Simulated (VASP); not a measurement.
# GaSb (F-43m) in VASP: settings compared

GaSb is run at these levels: PBE+D4, revPBE, BLYP+D3(BJ); tasks: single point.

All numbers are computed with VASP 6.6.1; they aren't measurements. Logs are shortened: lines on timing, memory, paths and dates and some standing lists are left out, and cuts for length are marked.

**Measured values to compare with.**

From a printed reference work, data compilation, for a bulk crystal of GaSb at 4.2 K: band gap 0.811 eV (direct).

The results are compared with them further down.

## (1) The cell of the first run

Symmetry: F-43m, No. 216, cubic system. Conventional cell: a = 6.035 Å, b = 6.035 Å, c = 6.035 Å, α = 90.00°, β = 90.00°, γ = 90.00°. Sb (site symmetry -43m) has 4 Ga at 2.61 Å within 3.4 Å. Ga (site symmetry -43m) has 4 Sb at 2.61 Å within 3.4 Å.

## (2) Single point, PBE+D4

INCAR reads:

```
SYSTEM = GaSb
ALGO = Normal
EDIFF = 1E-7
ENCUT = 520
GGA = PE
ISIF = 2
ISMEAR = -1
IVDW = 13
LASPH = .True.
LCHARG = .True.
LELF = .True.
LREAL = .False.
LVHAR = .True.
LWAVE = .False.
NBANDS = 16
NELM = 60
PREC = Accurate
SIGMA = 0.05
```

KPOINTS reads:

```
k-points
0
Gamma
  8 8 8
  0 0 0
```

POSCAR reads:

```
GaSb
1.0
    0.0000000000      3.0176570942      3.0176570942
    3.0176570942      0.0000000000      3.0176570942
    3.0176570942      3.0176570942      0.0000000000
Sb Ga
1 1
Direct
    0.7500000000      0.7500000000      0.7500000000
    0.0000000000      0.0000000000      0.0000000000
```

Potentials or basis: VASP PAW PBE potentials, release 64 (Sb, Ga_d).

On the command line:

```bash
$ cat potpaw_PBE.64/Sb/POTCAR potpaw_PBE.64/Ga_d/POTCAR > POTCAR
$ mpirun -np 1 vasp_std > vasp.out
```

OUTCAR:

```text
SYSTEM = GaSb
   EDIFF = 1E-7
   ENCUT = 520
   GGA = PE
   ISIF = 2
   ISMEAR = -1
   IVDW = 13
   LASPH = .True.
   LREAL = .False.
   NELM = 60
   PREC = Accurate

 ion  position               nearest neighbor table
   1  0.750  0.750  0.750-   2 2.61   2 2.61   2 2.61   2 2.61
   2  0.000  0.000  0.000-   1 2.61   1 2.61   1 2.61   1 2.61

  LATTYP: Found a face centered cubic cell.
 ALAT       =     6.0353141884

  Lattice vectors:

 A1 = (   0.0000000000,   3.0176570942,   3.0176570942)
 A2 = (   3.0176570942,   0.0000000000,   3.0176570942)
 A3 = (   3.0176570942,   3.0176570942,   0.0000000000)

Analysis of symmetry for initial positions (statically):
=====================================================================
 Subroutine PRICEL returns:
 Original cell was already a primitive cell.

 Routine SETGRP: Setting up the symmetry group for a
 face centered cubic supercell.

 Subroutine GETGRP returns: Found 24 space group operations
 (whereof 24 operations were pure point group operations)
 out of a pool of 48 trial point group operations.

The static configuration has the point symmetry T_d .

Analysis of symmetry for dynamics (positions and initial velocities):
=====================================================================
 Subroutine PRICEL returns:
 Original cell was already a primitive cell.

 Routine SETGRP: Setting up the symmetry group for a
 face centered cubic supercell.

 Subroutine GETGRP returns: Found 24 space group operations
 (whereof 24 operations were pure point group operations)
 out of a pool of 48 trial point group operations.

The dynamic configuration has the point symmetry T_d .

 Subroutine INISYM returns: Found 24 space group operations
 (whereof 24 operations are pure point group operations),
 and found     1 'primitive' translations

----------------------------------------------------------------------------------------

                                     Primitive cell

  volume of cell :      54.9591

  direct lattice vectors                    reciprocal lattice vectors
     0.000000000  3.017657094  3.017657094    -0.165691457  0.165691457  0.165691457
     3.017657094  0.000000000  3.017657094     0.165691457 -0.165691457  0.165691457
     3.017657094  3.017657094  0.000000000     0.165691457  0.165691457 -0.165691457

  length of vectors
     4.267611589  4.267611589  4.267611589     0.286986022  0.286986022  0.286986022

  position of ions in fractional coordinates (direct lattice)
     0.750000000  0.750000000  0.750000000
     0.000000000  0.000000000  0.000000000

  ion indices of the primitive-cell ions
   primitive index   ion index
                 1           1
                 2           2

----------------------------------------------------------------------------------------

 KPOINTS: k-points

Automatic generation of k-mesh.
 Grid dimensions read from file:
 generate k-points for:    8    8    8

 Generating k-lattice:

  Cartesian coordinates                     Fractional coordinates (reciprocal lattice)
    -0.020711432  0.020711432  0.020711432     0.125000000  0.000000000  0.000000000
     0.020711432 -0.020711432  0.020711432     0.000000000  0.125000000  0.000000000
     0.020711432  0.020711432 -0.020711432     0.000000000  0.000000000  0.125000000

  Length of vectors
     0.035873253  0.035873253  0.035873253

  Shift w.r.t. Gamma in fractional coordinates (k-lattice)
     0.000000000  0.000000000  0.000000000

 Subroutine IBZKPT returns following result:
 ===========================================

 Found     29 irreducible k-points:

 Following reciprocal coordinates:
            Coordinates               Weight
  0.000000  0.000000  0.000000      1.000000
  0.125000  0.000000  0.000000      8.000000
  0.250000  0.000000  0.000000      8.000000
  0.375000  0.000000  0.000000      8.000000
  0.500000  0.000000  0.000000      4.000000
  0.125000  0.125000  0.000000      6.000000
[... 16 lines left out ...]
  0.500000  0.250000  0.125000     48.000000
 -0.375000  0.250000  0.125000     24.000000
 [... further k-points ...]
   k-points           NKPTS =     29   k-points in BZ     NKDIM =     29   number of bands    NBANDS=     16
   number of dos      NEDOS =    301   number of ions     NIONS =      2
   total plane-waves  NPLWV =  32768
   dimension x,y,z NGX =    32 NGY =   32 NGZ =   32
   dimension x,y,z NGXF=    64 NGYF=   64 NGZF=   64
   ions per type =               1   1
   NGX,Y,Z   is equivalent  to a cutoff of  12.47, 12.47, 12.47 a.u.
   NGXF,Y,Z  is equivalent  to a cutoff of  24.93, 24.93, 24.93 a.u.
 SYSTEM =  GaSb
   PREC   = accura    normal or accurate (medium, high low for compatibility)
   ISTART =      0    job   : 0-new  1-cont  2-samecut
   ICHARG =      2    charge: 1-file 2-atom 10-const
   ISPIN  =      1    spin polarized calculation?
   LNONCOLLINEAR =      F non collinear calculations
   LSORBIT =      F    spin-orbit coupling
   LASPH  =      T    aspherical Exc in radial PAW
   ENCUT  =  520.0 eV  38.22 Ry    6.18 a.u.   7.93  7.93  7.93*2*pi/ulx,y,z
   NELM   =     60;   NELMIN=  2; NELMDL= -5     # of ELM steps
   EDIFF  = 0.1E-06   stopping-criterion for ELM
   LREAL  =      F    real-space projection
   EDIFFG = 0.1E-05   stopping-criterion for IOM
   NSW    =      0    number of steps for IOM
   IBRION =     -1    ionic relax: 0-MD 1-quasi-New 2-CG
   NFREE  =      0    steps in history (QN), initial steepest desc. (CG)
   ISIF   =      2    stress and relaxation
   ISYM   =      2    0-nonsym 1-usesym 2-fastsym
   POTIM  = 0.5000    time-step for ionic-motion
   TEBEG  =    0.0;   TEEND  =   0.0 temperature during run
   PSTRESS=    0.0 pullay stress
   NELECT =      18.0000    total number of electrons
   NUPDOWN=      -1.0000    fix difference up-down
   EMIN   =  10.00;   EMAX   =-10.00  energy-range for DOS
   EFERMI =   0.00;   METHOD = LEGACY
   ISMEAR =    -1;   SIGMA  =   0.05  broadening in eV -4-tet -1-fermi 0-gaus
   EFERMI_NEDOS =   21; number of points for ismear=-14 and -15
   IALGO  =     38    algorithm
   IMIX   =      4    mixing-type and parameters
     AMIX     =   0.40;   BMIX     =  1.00
     AMIX_MAG =   1.60;   BMIX_MAG =  1.00
  volume/ion in A,a.u.               =      27.48       185.44
  Fermi-wavevector in a.u.,A,eV,Ry     =   1.128459  2.132478 17.325927  1.273420
  Thomas-Fermi vector in A             =   2.265149
   LORBIT       =      0    0 simple, 1 ext, 2 COOP (PROOUT), +10 PAW based schemes
   GGA     = PE    functional components
   LHFCALC =     F    Hartree Fock is set to
   AEXX    =    0.0000 exact exchange contribution
   IVDW    =    13    specifies the selected vdW correction
   LEPSILON=     F    determine dielectric tensor
   LRPA    =     F    only Hartree local field effects (RPA)
 non-spin polarized calculation
  energy-cutoff  :      520.00
  volume of cell :       54.96
 maximum number of plane-waves:      1494
   NGX = 15   NGY = 15   NGZ = 15

 number of electron      17.9999993 magnetization

 Free energy of the ion-electron system (eV)
  ---------------------------------------------------
  ext. energy  EPLUGINS =         0.00000000
  ---------------------------------------------------
  free energy    TOTEN  =        -7.29471035 eV

  energy without entropy =       -7.29458491  energy(sigma->0) =       -7.29464763

 E-fermi :   5.4887     XC(G=0):  -9.2680

 val. band max:        5.2987832160   @ k =   0.0000   0.0000   0.0000
 cond. band min:       5.6303787787   @ k =   0.0000   0.0000   0.0000
 fundamental gap:      0.3315955627
 Fermi energy:         5.4887155221

 k-point     1 :       0.0000    0.0000    0.0000
  band No.  band energies     occupation
      1      -9.8241      2.00000
      2      -9.8241      2.00000
      3      -9.8241      2.00000
      4      -9.7678      2.00000
      5      -9.7678      2.00000
      6      -6.4697      2.00000
[... 8 lines left out ...]
     15      13.9676      0.00000
     16      13.9676      0.00000

 k-point     2 :       0.1250    0.0000    0.0000
  band No.  band energies     occupation
      1      -9.8290      2.00000
      2      -9.8220      2.00000
      3      -9.8220      2.00000
      4      -9.7680      2.00000
      5      -9.7680      2.00000
      6      -6.3014      2.00000
[... 8 lines left out ...]
     15      13.1257      0.00000
     16      13.1257      0.00000

 k-point     3 :       0.2500    0.0000    0.0000
  band No.  band energies     occupation
      1      -9.8408      2.00000
      2      -9.8173      2.00000
      3      -9.8173      2.00000
      4      -9.7683      2.00000
      5      -9.7683      2.00000
      6      -5.8208      2.00000
[... 8 lines left out ...]
     15      12.9120      0.00000
     16      12.9120      0.00000

 k-point     4 :       0.3750    0.0000    0.0000
  band No.  band energies     occupation
      1      -9.8522      2.00000
      2      -9.8132      2.00000
      3      -9.8132      2.00000
      4      -9.7679      2.00000
      5      -9.7679      2.00000
      6      -5.1476      2.00000
[... 8 lines left out ...]
     15      13.9178      0.00000
     16      13.9178      0.00000
[... 324 lines left out ...]
 k-point    22 :       0.3750    0.2500    0.1250
  band No.  band energies     occupation
      1      -9.8521      2.00000
      2      -9.8117      2.00000
      3      -9.8101      2.00000
      4      -9.7725      2.00000
      5      -9.7663      2.00000
      6      -5.4011      2.00000
[... 8 lines left out ...]
     15      14.5045      0.00000
     16      14.7428      0.00000

 k-point    23 :       0.5000    0.2500    0.1250
  band No.  band energies     occupation
      1      -9.8596      2.00000
      2      -9.8089      2.00000
      3      -9.8062      2.00000
      4      -9.7724      2.00000
      5      -9.7669      2.00000
      6      -4.7539      2.00000
[... 8 lines left out ...]
     15      14.1940      0.00000
     16      15.5960      0.00000

 k-point    24 :      -0.3750    0.2500    0.1250
  band No.  band energies     occupation
      1      -9.8625      2.00000
      2      -9.8082      2.00000
      3      -9.8047      2.00000
      4      -9.7714      2.00000
      5      -9.7677      2.00000
      6      -4.3613      2.00000
[... 8 lines left out ...]
     15      15.0259      0.00000
     16      15.6430      0.00000

 [... further k-points ...]

------------------------ aborting loop because EDIFF is reached ----------------------------------------

  DFT-D4 for vdW energy calculation

  Edisp (eV):   -0.88280

  FORCE on cell =-STRESS in cart. coord.  units (eV):
  Direction    XX          YY          ZZ          XY          YZ          ZX
  --------------------------------------------------------------------------------------
  -------------------------------------------------------------------------------------
  Total       0.75757     0.75757     0.75757     0.00000     0.00000     0.00000
  in kB      22.08486    22.08486    22.08486     0.00000     0.00000     0.00000
  external pressure =       22.08 kB  Pullay stress =        0.00 kB

 VOLUME and BASIS-vectors are now :
 -----------------------------------------------------------------------------
  energy-cutoff  :      520.00
  volume of cell :       54.96
      direct lattice vectors                 reciprocal lattice vectors
     0.000000000  3.017657094  3.017657094    -0.165691457  0.165691457  0.165691457
     3.017657094  0.000000000  3.017657094     0.165691457 -0.165691457  0.165691457
     3.017657094  3.017657094  0.000000000     0.165691457  0.165691457 -0.165691457

 POSITION                                       TOTAL-FORCE (eV/Angst)
 -----------------------------------------------------------------------------------
      4.52649      4.52649      4.52649        -0.000000     -0.000000     -0.000000
      0.00000      0.00000      0.00000         0.000000      0.000000      0.000000
 -----------------------------------------------------------------------------------
    total drift:                               -0.000002     -0.000002     -0.000002

  FREE ENERGIE OF THE ION-ELECTRON SYSTEM (eV)
  ---------------------------------------------------
  free  energy   TOTEN  =        -8.1775093521 eV

  energy  without entropy=       -8.1773839153  energy(sigma->0) =       -8.17744663
```

It took 12 s on 1 thread of Intel Xeon 6975P-C (Granite Rapids), shared host; peak memory 0.18 GiB.

What came out:

```
Free energy                : -8.1775 eV
Pressure                   : 2.2 GPa
Band gap on the k mesh     : 0.33 eV, direct
Dispersion energy per atom : -0.441 eV
```

Caveat: spin-orbit coupling is left out, which moves the levels of the heavy elements.

## (3) Single point, revPBE

INCAR reads:

```
SYSTEM = GaSb
ALGO = Normal
EDIFF = 1E-6
ENCUT = 520
GGA = RE
ISIF = 2
ISMEAR = -1
LASPH = .TRUE.
LCHARG = .FALSE.
LREAL = .FALSE.
LWAVE = .FALSE.
NBANDS = 16
NELM = 80
PREC = Accurate
SIGMA = 0.05
```

KPOINTS reads:

```
k-points
0
G
  8 8 8
  0 0 0
```

POSCAR is that of step 2.

Potentials or basis: VASP PAW PBE potentials, release 64 (Sb, Ga_d).

On the command line:

```bash
$ cat potpaw_PBE.64/Sb/POTCAR potpaw_PBE.64/Ga_d/POTCAR > POTCAR
$ mpirun -np 1 vasp_std > vasp.out
```

Run time: 10 s. Hardware: 1 thread of Intel Xeon 6975P-C (Granite Rapids), shared host; peak memory 0.18 GiB.

The run converged. Its results:

| Item | Value |
| --- | --- |
| Free energy | -6.6900 eV |
| Pressure | 6.1 GPa |
| Band gap on the k mesh | 0.40 eV, direct |

Levels at points of the mesh, in eV from the valence-band top:
| k point | band 7 | band 8 | band 9 | band 10 | band 11 | band 12 |
| --- | --- | --- | --- | --- | --- | --- |
| (0.00, 0.00, 0.00) | 0.00 | 0.00 | 0.00 | 0.40 | 2.77 | 2.77 |
| (0.50, 0.00, 0.00) | -6.55 | -1.22 | -1.22 | 0.55 | 3.76 | 3.76 |
| (0.50, 0.50, 0.00) | -6.98 | -2.72 | -2.72 | 0.91 | 1.24 | 8.98 |

Caveat: the PAW data sets were made with another functional, which shifts forces and pressure a little; spin-orbit coupling is left out, which moves the levels of the heavy elements.

## (4) Single point, BLYP+D3(BJ)

INCAR reads:

```
  AGGAC = 1.0
  AGGAX = 1.0
  ALDAC = 0.0
  ALDAX = 1.0
  ALGO = Normal
  EDIFF = 1E-7
  ENCUT = 520
  GGA = B5
  ISIF = 2
  ISMEAR = -1
  IVDW = 12
  LASPH = True
  LCHARG = False
  LREAL = False
  LWAVE = False
  NBANDS = 16
  NELM = 60
  PREC = Accurate
  SIGMA = 0.05
  VDW_A1 = 0.4298
  VDW_A2 = 4.2359
  VDW_S6 = 1.0
  VDW_S8 = 2.6996
```

KPOINTS reads:

```
k-points
0
Gamma
  8 8 8
```

POSCAR is that of step 3.

On the command line:

```bash
$ cat potpaw_PBE.64/Sb/POTCAR potpaw_PBE.64/Ga_d/POTCAR > POTCAR
$ mpirun -np 1 vasp_std > vasp.out
```

Run time: 22 s. Hardware: 1 thread of Intel Xeon 6975P-C (Granite Rapids), shared host; peak memory 0.19 GiB.

The run converged. Its results:

| Item | Value |
| --- | --- |
| Free energy | -7.5443 eV |
| Pressure | 2.8 GPa |
| Band gap on the k mesh | 0.18 eV, direct |
| Dispersion energy per atom | -0.816 eV |

Levels at points of the mesh, in eV from the valence-band top:
```csv
k point,band 5,band 6,band 7,band 8,band 9,band 10,band 11,band 12,band 13,band 14
"(0.00, 0.00, 0.00)",-15.14,-11.78,0.00,0.00,0.00,0.18,2.79,2.79,2.79,6.11
"(0.50, 0.00, 0.00)",-15.14,-10.07,-6.57,-1.22,-1.22,0.48,3.82,3.82,6.67,9.76
"(0.50, 0.50, 0.00)",-15.13,-9.18,-7.04,-2.69,-2.69,0.95,1.33,8.89,8.89,10.48
```

Caveat: the PAW data sets were made with another functional, which shifts forces and pressure a little; spin-orbit coupling is left out, which moves the levels of the heavy elements.

## (5) The runs side by side

```tsv
level	gap on the mesh (eV)	pressure (GPa)
PBE+D4	0.33	2.2
revPBE	0.40	6.1
BLYP+D3(BJ)	0.18	2.8
```

Alike in all rows: task single point; potentials or basis VASP PAW PBE potentials, release 64 (Sb, Ga_d); no spin polarisation; cell as given; k mesh 8 × 8 × 8; cutoff (eV) 520; smearing fermi-dirac 0.05 eV.

On the cell as given the gap runs from 0.18 eV (BLYP+D3(BJ)) to 0.40 eV (revPBE). The pressure there spans 2.2 GPa (PBE+D4) to 6.1 GPa (revPBE); a positive pressure means that this level wants a larger cell, a negative one a smaller.

Caveats: spin-orbit coupling is left out, which moves the levels of the heavy elements; the PAW data sets were made with another functional, which shifts forces and pressure a little (some runs).

Total energies depend on the potentials used, so only differences within one code and one set of settings carry meaning.

## (6) Against experiment

Step 2. Against the measured gap of GaSb, 0.811 eV (direct; 4.2 K; a printed reference work, data compilation), the calculated 0.33 eV is off by -0.48 eV. Spin-orbit coupling on Ga, Sb is left out. The value is that of PBE+D4 on a finite k mesh, which can miss the band edges, without temperature or zero-point motion. Semilocal functionals fall short of measured gaps as a rule.

Step 4. Against the measured gap of GaSb, 0.811 eV (direct; 4.2 K; a printed reference work, data compilation), the calculated 0.18 eV is off by -0.63 eV. Spin-orbit coupling on Ga, Sb is left out. The value is that of BLYP+D3(BJ) on a finite k mesh, which can miss the band edges, without temperature or zero-point motion. Semilocal functionals fall short of measured gaps as a rule.
